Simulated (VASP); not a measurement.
Runs of VASP 6.6.1 on ZnS (Wurtzite-2H). It takes space group P6_3mc (No. 186, hexagonal). The conventional cell has a = 3.811 Å, b = 3.811 Å, c = 6.234 Å, α = 90.00°, β = 90.00°, γ = 120.00°. Around Zn (site symmetry 3m) lie 4 S at 2.31 to 2.40 Å. S (site symmetry 3m) has 4 Zn at 2.31 to 2.40 Å as nearest neighbours. 

```tsv
task	level	cell	cutoff (eV)	smearing	gap on the mesh (eV)	pressure (GPa)	relaxed volume (Å³/atom)	largest force (eV/Å)
single point	PBE	as given	520	gaussian 0.028 eV	(a)	2.5	-	0.32
relaxation of cell and atoms	RPBE+D3(BJ)	relaxed	600	fermi-dirac 0.05 eV	2.74	0.0	18.17	-
relaxation of cell and atoms	revPBE+D3	relaxed	600	fermi-dirac 0.05 eV	2.41	0.0	19.27	-
relaxation of cell and atoms	PBEsol+rVV10	relaxed	600	fermi-dirac 0.05 eV	2.15	-0.1	19.19	0.01
relaxation of cell and atoms	RPBE+D3	relaxed	600	fermi-dirac 0.05 eV	2.38	0.0	19.64	-
relaxation of cell and atoms	RPBE+D4	relaxed	600	fermi-dirac 0.05 eV	2.44	0.0	19.33	-
relaxation of cell and atoms	revPBE+D4	relaxed	600	fermi-dirac 0.05 eV	2.41	0.0	19.28	-
relaxation of cell and atoms	PBEsol+D4	relaxed	600	fermi-dirac 0.05 eV	(b)	-0.1	18.94	-
relaxation of cell and atoms	revPBE+D3(BJ)	relaxed	600	fermi-dirac 0.05 eV	2.41	0.0	19.22	0.01
```

Alike in all rows: potentials or basis VASP PAW PBE potentials, release 64 (Zn, S); no spin polarisation; k mesh 8 × 8 × 5.

**Question.** Fill in the values left out.

**Answer.** (a) 2.25; (b) 2.23.

Caveats: the PAW data sets were made with another functional, which shifts forces and pressure a little (some runs).

